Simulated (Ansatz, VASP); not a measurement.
**CoSi2: VASP beside Ansatz**

INCAR

```
PREC = Accurate ; ENCUT = 520
EDIFF = 1E-6 ; ISMEAR = 0
SIGMA = 0.15 ; LREAL = F
LASPH = T ; NELM = 60
ALGO = Normal ; ISIF = 2
LWAVE = F ; LCHARG = F
GGA = PE ; NBANDS = 16
```

Contents of KPOINTS:

```
regular mesh
0
Gamma
  16 16 16
```

The input POSCAR:

```
CoSi2
1.0
    0.0000000000      2.6899888293      2.6899888293
    2.6799390578      0.0100497715      2.6799390578
    2.6799390578      2.6799390578      0.0100497715
Co Si
1 2
Direct
    0.0000000000      0.0000000000      0.0000000000
    0.2500000000      0.2500000000      0.2500000000
    0.7500000000      0.7500000000      0.7500000000
```

Input for Ansatz:

```yaml
crystal:
  lattice:
    - [0.0, 2.6899888293, 2.6899888293]
    - [2.6799390578, 0.0100497715, 2.6799390578]
    - [2.6799390578, 2.6799390578, 0.0100497715]
  atoms:
    - { symbol: Co, position: [0.0, 0.0, 0.0] }
    - { symbol: Si, position: [0.25, 0.25, 0.25] }
    - { symbol: Si, position: [0.75, 0.75, 0.75] }
basis:
  ecutwfc: 420
kpoints:
  mp_grid: { grid: [16, 16, 16] }
hamiltonian:
  xc: pbe
scf:
  occupations: { method: gaussian, width: 0.15 }
output:
  forces: true
  stress: true
  eigenvalues: true
```

Change from the starting cell: strain +0.0075 x Voigt [0, 0, 0, 1, 0, 0], atoms carried along.

Alike in both runs: task single point; functional PBE; k mesh 16 × 16 × 16; occupations gaussian, width 0.15 eV; no spin polarisation.

```csv
,VASP,Ansatz
version,VASP 6.6.1,Ansatz 0.2.0
potentials or method,"VASP PAW PBE potentials, release 64 (Co, Si)","scalar-relativistic, plane waves, PAW"
plane-wave cutoff (eV),520,420
valence electrons in the cell,17,25
```

VASP gave:

| Property | Result |
| --- | --- |
| gap on the k mesh at the Fermi level (eV) | none |
| pressure (GPa) | -0.2 |
| largest component of the traceless stress (GPa) | 1.13 |
| rms of the force components (eV/Å) | 0.032 |

Q: Estimate Ansatz's values.

A: gap on the k mesh at the Fermi level (eV): none; pressure (GPa): 0.0; largest component of the traceless stress (GPa): 1.13; rms of the force components (eV/Å): 0.032.

Atom by atom the forces differ by 0.000 eV/Å (rms over components). A gap of «none» marks a metal or a gap that the smearing closes. The two sets of potentials don't hold the same shells in valence.

Spin polarisation is off, so any magnetic state and its effect on volume and gap are missing.
